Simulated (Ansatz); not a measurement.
**One input, then a changed one: Zn**

First run: DFT, PBE, norm-conserving pseudopotentials, Ansatz's default files, scalar-relativistic (Ansatz 0.2.0).

Command: `ansatz run input.yaml --threads 1 --pin off --max-ram 2048MiB --backend cpu --events-out ev --progress --plain --runs-dir out` It took 6.9 s on 1 thread of Intel(R) Xeon(R) 6975P-C (Granite Rapids), with other jobs on the host, peak memory 0.45 GiB.

```yaml
crystal:
  lattice:
    - [2.67, 0.0, 0.0]
    - [-1.335, 2.3122878281, 0.0]
    - [0.0, 0.0, 4.966]
  atoms:
    - { symbol: Zn, position: [0.3333333333, 0.6666666667, 0.25] }
    - { symbol: Zn, position: [0.6666666667, 0.3333333333, 0.75] }
kpoints:
  mp_grid: { grid: [13, 13, 6] }
scf:
  occupations: { method: fermi_dirac, width: 0.05 }
hamiltonian:
  xc: pbe
  pseudopotentials: { kind: nc }
output:
  forces: true
  stress: true
  eigenvalues: true
  populations: true
```

The cell is entry 9011599 of the Crystallography Open Database, unrelaxed; the entry departs somewhat from later or room-temperature determinations.

This run: the undistorted cell.

It converges in 7 SCF iterations at a pressure of -1.03 GPa, cutoff 1143 eV.

The input is then changed:

```diff
   atoms:
-    - { symbol: Zn, position: [0.3333333333, 0.6666666667, 0.25] }
-    - { symbol: Zn, position: [0.6666666667, 0.3333333333, 0.75] }
+    - { symbol: Zn, position: [0.1933333333, 0.5966666667, 0.145], spin: 0.2 }
+    - { symbol: Zn, position: [0.8066666667, 0.4033333333, 0.855], spin: 0.2 }
 kpoints:
   populations: true
+magnetization:
+  spin_polarized: true
```

Predict the outcome of the changed run.

It converges in 14 SCF iterations at a pressure of 72.4 GPa, largest force 20.998 eV/Å, cell moment 0.00 μB, cutoff 1143 eV. More than one line changes, and not each need have an effect.
